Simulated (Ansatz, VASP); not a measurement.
**One calculation of AgCl, two programs**

```
Ag Cl
1.0
    -0.05546    2.74542    2.74542
     2.74542   -0.05546    2.74542
     2.74542    2.74542   -0.05546
Ag Cl
1 1
Direct
  0.50000 0.50000 0.50000
  0.00000 0.00000 0.00000
```

Change from the starting cell: equal xy, yz and zx shear strains of -2 %, crystal datasets.

Alike in both runs: task electric field gradients; functional PBEsol; k mesh 9 × 9 × 9; occupations fermi-dirac, width 0.01 eV; no spin polarisation.

|  | VASP | Ansatz |
| --- | --- | --- |
| version | VASP 6.6.1 | Ansatz 0.2.0 |
| potentials or method | VASP PAW PBE potentials, release 64 (Ag, Cl), cutoff 520 eV | all-electron PAW with datasets made for the crystal, scalar-relativistic |

VASP gave:

| Item | Value |
| --- | --- |
| gap on the k mesh at the Fermi level (eV) | 0.75 |
| pressure (GPa) | -2.7 |
| largest component of the traceless stress (GPa) | 0.13 |
| Vzz of the field gradient on the site that differs most (V/Å²) | -8.8 |

Which values does Ansatz return?

gap on the k mesh at the Fermi level (eV): 0.76; pressure (GPa): -2.6; largest component of the traceless stress (GPa): 0.13; Vzz of the field gradient on the site that differs most (V/Å²): -8.9.

Ansatz ran all-electron here, so the differences hold the error of VASP's frozen core and of both bases. Ansatz warned: «gradients_without_spin_orbit».

Caveats: the PAW data sets were made with another functional, which shifts forces and pressure a little (VASP); an odd mesh through Γ misses points on the zone boundary, where band edges often lie.
